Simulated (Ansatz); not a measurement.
Cu2O (Pn-3m), zone-centre modes

Computed with DFT PBE, scalar-relativistic, plane waves, PAW (Ansatz 0.2.0). The runs took a 420 eV cutoff, a Γ-centred 8×8×8 mesh and Gaussian smearing (0.05 eV). No spin polarisation.

Reference structure (relaxed at this level):

```
Cu O
1.0
     4.29824    0.00000    0.00000
     0.00000    4.29824    0.00000
     0.00000    0.00000    4.29824
Cu O
4 2
Direct
  0.25000 0.25000 0.25000
  0.25000 0.75000 0.75000
  0.75000 0.75000 0.25000
  0.75000 0.25000 0.75000
  0.00000 0.00000 0.00000
  0.50000 0.50000 0.50000
```

Harmonic modes by finite displacements of 0.02 Å, without the LO–TO term.

Question: At this geometry, is the structure stable against these modes?

Answer: Yes: no mode is imaginary beyond 10 cm⁻¹, and only the three translations lie near zero.

Question: List the wavenumbers in cm⁻¹.

Answer: 0, 0, 0, 71, 71, 71, 86, 86, 146, 146, 146, 337, 496, 496, 496, 608, 608, 608.

Cost: 1 run of about 3.9 core-minutes, on Intel Xeon Processor @ 2.50GHz (Skylake/Cascade Lake) (shared hosts).